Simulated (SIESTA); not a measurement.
Runs of SIESTA 5.4.2 on CdS (Greenockite). It takes space group P6_3mc (No. 186, hexagonal). The conventional cell has a = 4.150 Å, b = 4.150 Å, c = 6.737 Å, α = 90.00°, β = 90.00°, γ = 120.00°. Cd (site symmetry 3m) has 4 S at 2.53 to 2.54 Å as nearest neighbours. S (site symmetry 3m) is surrounded by 4 Cd at 2.53 to 2.54 Å. 

| task | level | potentials or basis | spin | cell | k mesh | optimiser | force tolerance | stress tolerance (GPa) | displacement | grid cutoff | gap on the mesh (eV) | pressure (GPa) | largest force (eV/Å) |
| --- | --- | --- | --- | --- | --- | --- | --- | --- | --- | --- | --- | --- | --- |
| relaxation of cell and atoms | PBE | PseudoDojo 0.4 standard (PBE files), DZP (energy shift 0.003 Ry; two zetas on semicore shells) | off | relaxed | 5 × 5 × 3 | Broyden | 0.01 eV/Å | 0.05 | - | 1200 Ry | (a) | 0.0 | - |
| band structure | PBE | PseudoDojo 0.4 standard (PBE files), DZP (energy shift 0.003 Ry; two zetas on semicore shells) | off | as given | 7 × 7 × 4 | - | - | - | - | 800 Ry | 1.39 | 2.3 | 0.07 |
| band structure | PBE | PseudoDojo 0.4 standard (PBE files, fully relativistic), DZP (energy shift 0.003 Ry; two zetas on semicore shells) | non-collinear, zero start, SOC | as given | 7 × 7 × 4 | - | - | - | - | 800 Ry | (b) | 2.3 | 0.07 |
| band structure | PBE | PseudoDojo 0.4 standard (PBE files), TZDP (energy shift 0.003 Ry; two zetas on semicore shells) | off | as given | 7 × 7 × 4 | - | - | - | - | 800 Ry | 1.40 | 2.5 | 0.07 |

Alike in all rows: smearing fermi-dirac 0.05 eV; energy shift 0.003 Ry.

Q: Estimate the missing entries.

A: (a) 1.29; (b) 1.38.

Caveats: the basis of atomic orbitals isn't converged, which shifts pressures, moduli and gaps.

A k mesh can miss the band edges, and rows without SOC leave out spin-orbit coupling on Cd.
